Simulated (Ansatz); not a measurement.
# ZrC (Fm-3m) in Ansatz: a series of runs

One crystal, ZrC, is run at these levels: PBE; tasks: single point, equation of state.

Program: Ansatz 0.2.0. These are calculated values, not measurements. Logs are shortened: lines on timing, memory, paths and dates and some standing lists are left out, and cuts for length are marked.

## (1) The structure

Symmetry: Fm-3m, No. 225, cubic system. The conventional cell has a = 4.730 Å, b = 4.730 Å, c = 4.730 Å, α = 90.00°, β = 90.00°, γ = 90.00°. Around Zr (site symmetry m-3m) lie 6 C at 2.37 Å. C (site symmetry m-3m) is surrounded by 6 Zr at 2.37 Å.

## (2) Single point, PBE, 12.43 Å³/atom (volume scaled by 0.94)

The input, input.yaml:

```yaml
crystal:
  lattice:
    - [0.0, 2.3167211471, 2.3167211471]
    - [2.3167211471, 0.0, 2.3167211471]
    - [2.3167211471, 2.3167211471, 0.0]
  atoms:
    - { symbol: Zr, position: [0.5, 0.5, 0.5] }
    - { symbol: C, position: [0.0, 0.0, 0.0] }
hamiltonian:
  xc: pbe
  pseudopotentials: { kind: nc, source: spms }
kpoints:
  mp_grid: { grid: [10, 10, 10] }
scf:
  occupations: { method: fermi_dirac, width: 0.05 }
output:
  forces: true
  stress: true
  eigenvalues: true
```

Potentials or basis: SPMS NC.

On the command line:

```console
$ ansatz run input.yaml --threads 2 --pin off --max-ram 5632MiB --backend cpu --events-out ev --progress --plain --runs-dir out
```

The program printed:

```text
Warning: RAYON_NUM_THREADS=2 ignored (pool sized by the plan → 2); use --threads N
Engine: ansatz 0.2.0, aarch64-unknown-linux-gnu
Pseudopotentials: kind: nc
Pseudopotential: Zr, nc, valence charge 12, recommended cutoff 462.593566181796 eV (normal), Zr.nc.azcp
Pseudopotential: C, nc, valence charge 4, recommended cutoff 1034.032677347544 eV (normal), C.nc.azcp
Functional definition: PBE
  parameter kappa = 0.804
  parameter beta = 0.06672455060314922
  exchange = pbe_x(kappa = kappa, mu = beta*pi^2/3)
  correlation = pbe_c(beta = beta)
Crystal: 2 atoms, lattice volume = 24.869 Å³
Basis set: ecut = 1034.032677347544 eV, 1893 PW (Γ), exchange–correlation on 72×72×72 points (8 copies of the dense FFT grid, shifted against one another)
Bands: 12, of which v1, the nominal top of the filled ones, is band 8 counted from 1 (7 counted from 0)
Symmetry: 48 space group operations
Space group: Fm-3m (ITA 225), of the structure as read, at distance tolerance 2.9e-5 Å
k-points: 47 of 1000
Non-local potential: Zr, projectors of the file, l = 0: 2, l = 1: 2, l = 2: 2
Non-local potential: C, projectors of the file, l = 0: 2, l = 1: 2
Initial density: superposition of atomic densities (chi_scale 0.1, normalization cell, long waves kept (reshape's long-wave potential 0.00 eV rms))
Initial wavefunctions: pseudopotential atomic-orbital guess
Functional: x = pbe(κ = 0.804, μ = 0.2195149727645171), c = pbe(β = 0.06672455060314922)
SCF iter   1: F=—  HF=-1553.517384 eV  |F-HF|=—  |Δ(HF+E_count)|=         —  Δρ=9.25e-2  dr2=3.14e0  ethr=3.10e-3  ⟨swp⟩=6.0  Hψ=3303  notcnv=0
preconditioner: auto → none  [insulator: Δε(μ)=0.211 eV  Ē_g=18.361 eV  σ=0.050 eV  W_gap=0.78  n_scr=8 (ndim 8)  ℏωp=27.9 eV  f_vac=0.000  D(μ)=0.13/eV (n_scr^D=0)  ε∞_Penn≈3.3]
SCF iter   2: F=—  HF=-1553.251582 eV  |F-HF|=—  |Δ(HF+E_count)|=   2.66e-1  Δρ=7.67e-2  dr2=1.80e0  ethr=3.10e-3  ⟨swp⟩=3.8  Hψ=1668  notcnv=0
SCF iter   3: F=—  HF=-1552.822498 eV  |F-HF|=—  |Δ(HF+E_count)|=   4.29e-1  Δρ=1.44e-2  dr2=2.26e-2  ethr=3.10e-3  ⟨swp⟩=3.0  Hψ=1274  notcnv=0
SCF iter   4: F=—  HF=-1552.826016 eV  |F-HF|=—  |Δ(HF+E_count)|=   3.52e-3  Δρ=3.61e-3  dr2=2.88e-3  ethr=1.41e-4  ⟨swp⟩=2.1  Hψ=1158  notcnv=0
SCF iter   5: F=—  HF=-1552.824861 eV  |F-HF|=—  |Δ(HF+E_count)|=   1.15e-3  Δρ=1.46e-3  dr2=3.97e-4  ethr=1.80e-5  ⟨swp⟩=2.7  Hψ=990  notcnv=0
SCF iter   6: F=—  HF=-1552.824707 eV  |F-HF|=—  |Δ(HF+E_count)|=   1.55e-4  Δρ=9.75e-5  dr2=8.69e-7  ethr=2.48e-6  ⟨swp⟩=2.4  Hψ=859  notcnv=0
SCF iter   7: F=—  HF=-1552.824709 eV  |F-HF|=—  |Δ(HF+E_count)|=   1.87e-6  Δρ=1.75e-5  dr2=3.02e-8  ethr=6.25e-10  ⟨swp⟩=7.9  Hψ=3420  notcnv=0
SCF iter   8: F=-1552.824709 eV  HF=-1552.824709 eV  |F-HF|=1.61e-10  |Δ(HF+E_count)|=   1.08e-9  Δρ=1.06e-6  dr2=2.32e-10  ethr=1.89e-10  ⟨swp⟩=2.4  Hψ=2082  notcnv=0
SCF 1 converged in 8 iterations: F = -1552.824709 eV  dr2 = 2.32e-10
SCF converged after 8 iterations
Free energy (F): -1552.824709 eV
Harris-Foulkes:  -1552.824709 eV  (|F-HF|=1.61e-10)
Internal energy: -1552.822349 eV  (E = F + TS)
E sigma→0 (E₀):  -1552.823529 eV
Entropy (-TS):   -0.002360 eV (-1.180 meV/atom)
Fermi energy:    15.630305 eV
--- Per-component energies (eV) ---
  E_band       = -36.428690
  E_kinetic    = 492.172150
  E_local      = -554.322899  (includes V_loc(G=0)·N_el)
  E_nonlocal   = -27.341470
  E_hartree    = 173.550538
  E_xc         = -334.428729
  E_vxc        = -294.037420  (∫ρ·V_xc dr)
  E_ewald      = -1302.451939
  E_smearing   = -0.002360  (= −TS)
  E_closure    = 0.000000  (closes the sum)
  Σ components = -1552.824709   (vs F -1552.824709, Δ=0.00e0)
--- Forces (eV/Å), atoms counted from 1 ---
  atom   1  Zr     0.00000000    -0.00000000     0.00000000
  atom   2  C     -0.00000000     0.00000000    -0.00000000
  max |Σ_I F_I| component: 3.20e-29 eV/Å
--- Stress (GPa, compression-positive) ---
       12.549692       0.000000      -0.000000
        0.000000      12.549692       0.000000
        0.000000      -0.000000      12.549692
  P = ⅓ Tr σ = 12.5497 GPa (125.497 kbar)
--- Band table (eV; the first three rows and the last of 47) ---
  k-point 0: bands = ["-32.3252", "-10.0235", "-10.0235", "-10.0235", "4.1309", "16.5885", "16.5885", "16.5885", "16.7042", "16.7042", "16.7042", "18.5380"]
  k-point 1: bands = ["-32.3136", "-10.1270", "-10.0322", "-10.0322", "4.3737", "15.2217", "15.5174", "15.5174", "17.1006", "17.1006", "17.5793", "19.7075"]
  k-point 2: bands = ["-32.2828", "-10.3887", "-10.0548", "-10.0548", "5.0376", "13.5895", "14.2661", "14.2661", "17.7904", "17.7904", "18.1887", "21.6822"]
  k-point 46: bands = ["-32.1603", "-10.7001", "-10.5387", "-10.3792", "5.9396", "13.0863", "13.2314", "13.2950", "18.1163", "19.9004", "21.5799", "22.6167"]
```

Run time: 1.7 s. Hardware: 2 threads of Arm Neoverse V1, shared host; peak memory 0.31 GiB.

What came out:

- Free energy: -1552.8247 eV
- Pressure: 12.5 GPa
- Band gap on the k mesh: none (metal or under the smearing width)

## (3) Single point, PBE, 12.70 Å³/atom (volume scaled by 0.96)

Changes to input.yaml since step 2:

```diff
@@ -2,5 +2,5 @@
   lattice:
-    - [0.0, 2.3167211471, 2.3167211471]
-    - [2.3167211471, 0.0, 2.3167211471]
-    - [2.3167211471, 2.3167211471, 0.0]
+    - [0.0, 2.3330366223, 2.3330366223]
+    - [2.3330366223, 0.0, 2.3330366223]
+    - [2.3330366223, 2.3330366223, 0.0]
   atoms:
```

Potentials or basis: SPMS NC.

On the command line:

```console
$ ansatz run input.yaml --threads 2 --pin off --max-ram 5632MiB --backend cpu --events-out ev --progress --plain --runs-dir out
```

Wall time 1.7 s (2 threads of Arm Neoverse V1, shared host); peak memory 0.31 GiB.

Results (log left out):

- Free energy: -1552.8570 eV
- Pressure: 7.1 GPa
- Band gap on the k mesh: none (metal or under the smearing width)

## (4) Single point, PBE, 12.96 Å³/atom (volume scaled by 0.98)

Changes to input.yaml since step 3:

```diff
@@ -2,5 +2,5 @@
   lattice:
-    - [0.0, 2.3330366223, 2.3330366223]
-    - [2.3330366223, 0.0, 2.3330366223]
-    - [2.3330366223, 2.3330366223, 0.0]
+    - [0.0, 2.3491270385, 2.3491270385]
+    - [2.3491270385, 0.0, 2.3491270385]
+    - [2.3491270385, 2.3491270385, 0.0]
   atoms:
```

On the command line:

```console
$ ansatz run input.yaml --threads 2 --pin off --max-ram 5632MiB --backend cpu --events-out ev --progress --plain --runs-dir out
```

It took 1.7 s on 2 threads of Arm Neoverse V1, shared host; peak memory 0.32 GiB.

Results (log left out):

- Free energy: -1552.8720 eV
- Pressure: 2.1 GPa
- Band gap on the k mesh: none (metal or under the smearing width)

## (5) Single point, PBE, 13.23 Å³/atom

Changes to input.yaml since step 4:

```diff
@@ -2,5 +2,5 @@
   lattice:
-    - [0.0, 2.3491270385, 2.3491270385]
-    - [2.3491270385, 0.0, 2.3491270385]
-    - [2.3491270385, 2.3491270385, 0.0]
+    - [0.0, 2.365, 2.365]
+    - [2.365, 0.0, 2.365]
+    - [2.365, 2.365, 0.0]
   atoms:
```

On the command line:

```console
$ ansatz run input.yaml --threads 2 --pin off --max-ram 5632MiB --backend cpu --events-out ev --progress --plain --runs-dir out
```

Run time: 1.7 s. Hardware: 2 threads of Arm Neoverse V1, shared host; peak memory 0.32 GiB.

The run converged. Its results:

```
Free energy            : -1552.8717 eV
Pressure               : -2.3 GPa
Band gap on the k mesh : none (metal or under the smearing width)
```

## (6) Single point, PBE, 13.49 Å³/atom (volume scaled by 1.02)

Changes to input.yaml since step 5:

```diff
@@ -2,5 +2,5 @@
   lattice:
-    - [0.0, 2.365, 2.365]
-    - [2.365, 0.0, 2.365]
-    - [2.365, 2.365, 0.0]
+    - [0.0, 2.3806627081, 2.3806627081]
+    - [2.3806627081, 0.0, 2.3806627081]
+    - [2.3806627081, 2.3806627081, 0.0]
   atoms:
```

Potentials or basis: SPMS NC.

On the command line:

```console
$ ansatz run input.yaml --threads 2 --pin off --max-ram 5632MiB --backend cpu --events-out ev --progress --plain --runs-dir out
```

Wall time 1.6 s (2 threads of Arm Neoverse V1, shared host); peak memory 0.32 GiB.

Results (log left out):

| Item | Value |
| --- | --- |
| Free energy | -1552.8572 eV |
| Pressure | -6.3 GPa |
| Band gap on the k mesh | none (metal or under the smearing width) |

## (7) Single point, PBE, 13.76 Å³/atom (volume scaled by 1.04)

Changes to input.yaml since step 6:

```diff
@@ -2,5 +2,5 @@
   lattice:
-    - [0.0, 2.3806627081, 2.3806627081]
-    - [2.3806627081, 0.0, 2.3806627081]
-    - [2.3806627081, 2.3806627081, 0.0]
+    - [0.0, 2.39612199, 2.39612199]
+    - [2.39612199, 0.0, 2.39612199]
+    - [2.39612199, 2.39612199, 0.0]
   atoms:
```

On the command line:

```console
$ ansatz run input.yaml --threads 2 --pin off --max-ram 5632MiB --backend cpu --events-out ev --progress --plain --runs-dir out
```

It took 1.5 s on 2 threads of Arm Neoverse V1, shared host; peak memory 0.32 GiB.

The run converged. Its results:

```yaml
Free_energy: -1552.8302 eV
Pressure: -10.0 GPa
Band_gap_on_the_k_mesh: none (metal or under the smearing width)
```

## (8) Single point, PBE, 14.02 Å³/atom (volume scaled by 1.06)

Changes to input.yaml since step 7:

```diff
@@ -2,5 +2,5 @@
   lattice:
-    - [0.0, 2.39612199, 2.39612199]
-    - [2.39612199, 0.0, 2.39612199]
-    - [2.39612199, 2.39612199, 0.0]
+    - [0.0, 2.411384325, 2.411384325]
+    - [2.411384325, 0.0, 2.411384325]
+    - [2.411384325, 2.411384325, 0.0]
   atoms:
```

On the command line:

```console
$ ansatz run input.yaml --threads 2 --pin off --max-ram 5632MiB --backend cpu --events-out ev --progress --plain --runs-dir out
```

It took 1.5 s on 2 threads of Arm Neoverse V1, shared host; peak memory 0.32 GiB.

Results (log left out):

```yaml
Free_energy: -1552.7918 eV
Pressure: -13.3 GPa
Band_gap_on_the_k_mesh: none (metal or under the smearing width)
```

## (9) Equation of state, PBE

Potentials or basis: SPMS NC.

No new run: the results of the series are fitted here.

Results:

| Quantity | Value |
| --- | --- |
| Equilibrium volume | 13.09 Å³/atom |
| Bulk modulus | 221 GPa |
| Pressure derivative of the bulk modulus | 4.1 |

Energy against volume, from the lowest point:
| volume (Å³/atom) | energy (meV/atom) |
| --- | --- |
| 12.434 | 23.67 |
| 12.699 | 7.54 |
| 12.963 | 0.00 |
| 13.228 | 0.20 |
| 13.493 | 7.40 |
| 13.757 | 20.92 |
| 14.022 | 40.14 |
